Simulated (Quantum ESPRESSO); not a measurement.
V:

```
V
1.0
    -1.51435    1.51435    1.51435
     1.51435   -1.51435    1.51435
     1.51435    1.51435   -1.51435
V
1
Cartesian
  0.0000 0.0000 0.0000
```

- Program: Quantum ESPRESSO 7.5
- Task: single point
- Functional: PBEsol
- Potentials or basis: GBRV 1.5 PBEsol
- Cutoff: 612 eV
- Density cutoff: 4898 eV
- k mesh: 12 × 12 × 12
- Occupations: fermi-dirac, width 0.05 eV
- Spin: collinear spin, ferromagnetic start
- Starting moments: [2.0] μB

On this cell: pressure -12.2 GPa; net moment 0.00 μB per cell; band gap on the k mesh none (metal or under the smearing width).

The same run follows on a disturbed copy (cell strained at random at fixed volume):

```
V
1.0
    -1.51699    1.52013    1.57756
     1.49873   -1.47807    1.51724
     1.50658    1.46766   -1.53549
V
1
Direct
  0.01027 0.00456 0.99881
```

Question: What changes?

Answer: The energy (extrapolated to zero smearing) moves by +3.9 meV/atom; pressure -12.2 GPa; net moment 0.00 μB per cell; band gap on the k mesh none (metal or under the smearing width).

Stress tensor (GPa, compression positive):
```
-11.40   0.02   0.31
  0.02 -10.97  -0.35
  0.31  -0.35 -14.16
```
